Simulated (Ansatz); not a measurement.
# Hf: strong compression

One table from this session's results is given with a row withheld; the runs are named, their logs left out.

Computed with Ansatz 0.2.0 (DFT, PBE, PAW with Ansatz's default frozen-core files, scalar-relativistic, unless a step's input says otherwise).

**The starting structure**

Symmetry: Fd-3m, No. 227, cubic system. Conventional cell: a = 6.088 Å, b = 6.088 Å, c = 6.088 Å, α = 90.00°, β = 90.00°, γ = 90.00°. Hf (site symmetry -43m) has 4 Hf at 2.64 Å as nearest neighbours.

Coordinates:

```cif
data_structure
_symmetry_space_group_name_H-M 'P 1'
_symmetry_Int_Tables_number 1
_cell_length_a 4.3046
_cell_length_b 4.3046
_cell_length_c 4.3046
_cell_angle_alpha 60.000
_cell_angle_beta 60.000
_cell_angle_gamma 60.000
_cell_volume 56.40
loop_
_atom_site_label
_atom_site_type_symbol
_atom_site_fract_x
_atom_site_fract_y
_atom_site_fract_z
_atom_site_occupancy
Hf1 Hf 0.87500 0.87500 0.87500 1
Hf2 Hf 0.12500 0.12500 0.12500 1
```

Whether this phase is the stable one at these pressures isn't tested.

Atoms are numbered in the order of the input: Hf1, Hf2.

The first run:

Contents of input.yaml:

```yaml
crystal:
  lattice:
    - [0.0, 3.0438467722, 3.0438467722]
    - [3.0438467722, 0.0, 3.0438467722]
    - [3.0438467722, 3.0438467722, 0.0]
  atoms:
    - { symbol: Hf, position: [-0.125, -0.125, -0.125] }
    - { symbol: Hf, position: [0.125, 0.125, 0.125] }
kpoints:
  mp_grid: { grid: [12, 12, 12] }
scf:
  occupations: { method: fermi_dirac, width: 0.1 }
hamiltonian:
  xc: pbe
  pseudopotentials: { kind: paw }
output:
  forces: true
  stress: true
  write_density: true
  write_potential: true
  elf: true
  volumetric_format: npy
relax:
  f_tol: 0.005
  max_steps: 40
  cell: {}
```

Started as:

```bash
ansatz run input.yaml --threads 1 --pin off --max-ram 2048MiB --backend cpu --events-out ev --progress --plain --runs-dir out
```

Among the steps run: Cell relaxed at zero pressure, PAW; Volume scaled by 1, PAW; Volume scaled by 0.95, PAW; Volume scaled by 0.85, PAW; Volume scaled by 0.75, PAW; Volume scaled by 0.65, PAW; Volume scaled by 0.55, PAW; Volume scaled by 0.45, PAW; Volume scaled by 0.4, PAW; Volume scaled by 0.4, PAW (cutoff 300 eV).

One of the session's tables, all rows but one given; the rest of the session is left out.

```
             method  volume over the first  volume (Å³/atom)  pressure (GPa)
                PAW                      1                 ?               ?
                PAW                   0.95            33.309            1.65
                PAW                   0.85            29.803            5.70
                PAW                   0.75            26.296           12.21
                PAW                   0.65            22.790           25.71
                PAW                   0.55            19.284           55.87
                PAW                   0.45            15.778          119.35
                PAW                    0.4            14.025          182.85
PAW (cutoff 300 eV)                    0.4            14.025          192.54
```

Q: Estimate the row for PAW, 1 from the others.

As computed: volume (Å³/atom): 35.062; pressure (GPa): 0.05. In the column «volume (Å³/atom)» it is the highest.

To keep in mind: Warnings in the runs' records: cutoff below recommended.
